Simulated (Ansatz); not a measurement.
Level of theory: Ansatz, DFT PBE, scalar-relativistic, plane waves, PAW. Several structures of Al4Ni were relaxed, and the powder pattern of one of them was computed from 10° to 70° in 2θ (λ = 1.5406 Å; lines under 1 % are left out).

Cu Kα1 powder pattern (kinematic, no thermal factors).
```csv
2θ (°),relative intensity
20.37,16
27.20,13
28.97,4
40.16,100
41.43,3
46.59,32
46.95,15
50.27,3
51.67,2
56.11,1
59.06,3
64.37,1
67.11,1
68.00,10
68.29,19
```

Question: Which structure gives it?
A. Space group I4/mmm (No. 139), tetragonal, a = 7.823 Å, c = 2.604 Å. Al is surrounded by 2 Ni at 2.50 Å, 2 Al at 2.60 Å, 4 Al at 2.83 Å and 2 Al at 3.02 Å; Ni is surrounded by 8 Al at 2.50 Å and 2 Ni at 2.60 Å.
B. Space group I4/m (No. 87), tetragonal, a = 6.160 Å, c = 3.868 Å. Around Al lie 9 Al at 2.68–2.84 Å and 3 Ni at 2.73–2.74 Å; Ni has 12 Al at 2.73–2.74 Å.
C. Space group P-6m2 (No. 187), hexagonal, a = 2.820 Å, c = 21.738 Å. Al on a site of symmetry 3m is surrounded by 3 Ni at 2.46 Å and 9 Al at 2.82–2.86 Å; Al on a second site of symmetry 3m is surrounded by 12 Al at 2.82–2.90 Å; around Ni lie 6 Al at 2.46–2.49 Å and 6 Ni at 2.82 Å; 3 more sites not described.

Answer: B. Its strongest line, at 2θ = 40.16°, has d = λ/(2 sin θ) = 2.244 Å and is the (2 1 1) reflection of the conventional I4/m cell with a = 6.160 Å, c = 3.868 Å. The others have their strongest lines at 43.3° (A); 42.4° (C).

The cells needn't be stable.
